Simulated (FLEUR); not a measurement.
MnO:

```
CELL_PARAMETERS angstrom
0.00000 2.22391 2.22391
2.22391 0.00000 2.22391
2.22391 2.22391 0.00000
ATOMIC_POSITIONS crystal
Mn 0.00000 0.00000 0.00000
O 0.50000 0.50000 0.50000
```

The cell is a database's computed one.

Base run:

```yaml
Program: FLEUR MaX-R8.1 (later development tree)
Functional: PBEsol
Potentials_or_basis: all-electron
Basis: FLAPW
Kmax: 4.5 1/bohr
k_mesh: 8 × 8 × 8
Occupations: fermi-dirac, width 0.05 eV
Spin: collinear spin, ferromagnetic start
Starting_moments: "[4.0, 0.0] μB"
Hubbard_terms: Mn d U = 0.0 eV
```

Its results: band gap on the k mesh none (metal or under the smearing width); net moment 4.74 μB per cell; site moments Mn +4.24; O +0.21 μB.

Problem. The run is repeated on the same cell with these changes: hubbard terms from Mn d U = 0.0 eV to Mn d U = 3 eV. What comes out?

Solution. Band gap on the k mesh none (metal or under the smearing width); net moment 5.00 μB per cell; site moments Mn +4.50; O +0.19 μB.

Caveats: a cell with one magnetic atom can't hold antiferromagnetic order, which such compounds often take.

Not every run made on this cell is shown here.
